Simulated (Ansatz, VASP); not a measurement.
**One calculation of Si, two programs**

File INCAR:

```
PREC = Accurate ; ENCUT = 520
EDIFF = 1E-6 ; ISMEAR = 0
SIGMA = 0.02 ; LREAL = False
LASPH = True ; NELM = 100
ALGO = Normal ; ISIF = 2
LWAVE = False ; LCHARG = False
NBANDS = 11
```

The input KPOINTS:

```
Automatic mesh
0
Gamma
  12 12 12
```

POSCAR

```
Si
1.0
    0.0000000000      2.7168139163      2.7168139163
    2.7168139163      0.0000000000      2.7168139163
    2.7168139163      2.7168139163      0.0000000000
Si
2
Direct
    0.0000000000      0.0000000000      0.0000000000
    0.2500000000      0.2500000000      0.2500000000
```

Input for Ansatz:

```yaml
crystal:
  lattice:
    - [0.0, 2.7168139163, 2.7168139163]
    - [2.7168139163, 0.0, 2.7168139163]
    - [2.7168139163, 2.7168139163, 0.0]
  atoms:
    - { symbol: Si, position: [0.0, 0.0, 0.0] }
    - { symbol: Si, position: [0.25, 0.25, 0.25] }
basis:
  ecutwfc: 420
kpoints:
  mp_grid: { grid: [12, 12, 12] }
  band_path:
    path:
      - [0.0, 0.0, 0.0]
      - [0.5, 0.0, 0.5]
      - [0.625, 0.25, 0.625]
      - [0.375, 0.375, 0.75]
      - [0.5, 0.5, 0.5]
      - [0.5, 0.25, 0.75]
      - [0.0, 0.421875, 0.421875]
    npoints: 1
hamiltonian:
  xc: lda
scf:
  occupations: { method: gaussian, width: 0.02 }
  n_extra_bands: 4
output:
  forces: true
  stress: true
  eigenvalues: true
```

Alike in both runs: task single point; functional LDA; k mesh 12 × 12 × 12; occupations gaussian, width 0.02 eV; no spin polarisation.

|  | VASP | Ansatz |
| --- | --- | --- |
| version | VASP 6.6.1 | Ansatz 0.2.0 |
| potentials or method | VASP PAW LDA potentials, release 64 (Si) | scalar-relativistic, plane waves, PAW |
| plane-wave cutoff (eV) | 520 | 420 |
| valence electrons in the cell | 8 | 8 |

```tsv
	VASP	Ansatz	Ansatz less VASP
gap on the k mesh at the Fermi level (eV)	0.47	0.47	+0.001
least direct gap on the mesh (eV)	2.52	2.53	+0.002
pressure (GPa)	-1.6	-1.6	-0.04
```
